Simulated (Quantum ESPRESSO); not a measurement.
Runs of Quantum ESPRESSO 7.5 on Pd. Symmetry: Fm-3m, No. 225, cubic system. The conventional cell has a = 3.893 Å, b = 3.893 Å, c = 3.893 Å, α = 90.00°, β = 90.00°, γ = 90.00°. Pd (site symmetry m-3m) is surrounded by 12 Pd at 2.75 Å. 

```csv
task,level,potentials or basis,cell,k mesh,cutoff (eV),symmetry,SCF threshold,form of the LDA correlation,gap on the mesh (eV),pressure (GPa),V0 of scaled cells (Å³/atom),B0 (GPa)
equation of state,r2SCAN,SG15 PBE 1.2,as given,9 × 9 × 9,952,off,1e-08 Ry,-,-,-,(a),192
equation of state,LDA,GBRV 1.5 LDA,as given,12 × 12 × 12,612,-,2e-10 Ry,PZ81,-,-,(b),229
single point,PBEsol,GBRV 1.5 PBEsol,cell strained at random at fixed volume,12 × 12 × 12,612,-,2e-10 Ry,-,none,-2.3,-,-
band structure,PBEsol,GBRV 1.5 PBEsol,as given,12 × 12 × 12,612,-,2e-10 Ry,-,none,-2.4,-,-
single point,PBEsol,GBRV 1.5 PBEsol,as given,12 × 12 × 12,612,-,2e-10 Ry,-,none,-2.4,-,-
equation of state,PBEsol,GBRV 1.5 PBEsol,as given,12 × 12 × 12,612,-,2e-10 Ry,-,-,-,14.60,205
```

Alike in all rows: no spin polarisation; smearing fermi-dirac 0.05 eV.

**Question.** Estimate the missing entries.

**Answer.** (a) 14.79; (b) 14.21.

Caveats: the potentials were made for another functional, which shifts forces and pressure (some runs).

A k mesh can miss the band edges, and the runs leave out spin-orbit coupling on Pd.

A gap of «none» marks a metal or a gap under the smearing width.
